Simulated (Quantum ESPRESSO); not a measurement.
## Sb: equation of state with PBEsol

Crystal: Sb.

```
Sb
1.0
     3.12240    0.00000    0.00000
     0.00000    4.34752    0.00000
    -0.03891    0.00000    4.40585
Sb
2
Direct
  0.01139 0.25000 0.24117
  0.98861 0.75000 0.75883
```

This isn't the form of Sb at room conditions, which is rhombohedral.

- Program: Quantum ESPRESSO 7.5
- Task: equation of state
- Functional: PBEsol
- Potentials or basis: GBRV 1.5 PBEsol
- Cutoff: 612 eV
- Density cutoff: 4898 eV
- k mesh: 9 × 6 × 6
- Occupations: fermi-dirac, width 0.05 eV
- Spin: no spin polarisation
- Mixing beta: 0.5
- Most SCF iterations: 120
- SCF threshold: 4e-10 Ry

```
Equilibrium volume                        : 28.77 Å³/atom
Bulk modulus at fixed shape and positions : 61 GPa
Pressure derivative of the bulk modulus   : 4.6
```

Energy against volume, from the lowest point:
```tsv
volume (Å³/atom)	energy (meV/atom)
28.110	3.01
28.708	0.00
29.306	1.77
29.904	7.79
30.502	17.61
31.100	30.78
31.698	46.97
```

All runs of the series together: 3.6 min on 2 threads of Arm Neoverse V1, on a shared host.

Caveat: the cell was scaled at fixed shape and fractional positions, which overstates the stiffness of a crystal with free parameters, most of all of layers and chains. Spin-orbit coupling is left out, which matters for the levels of Sb.
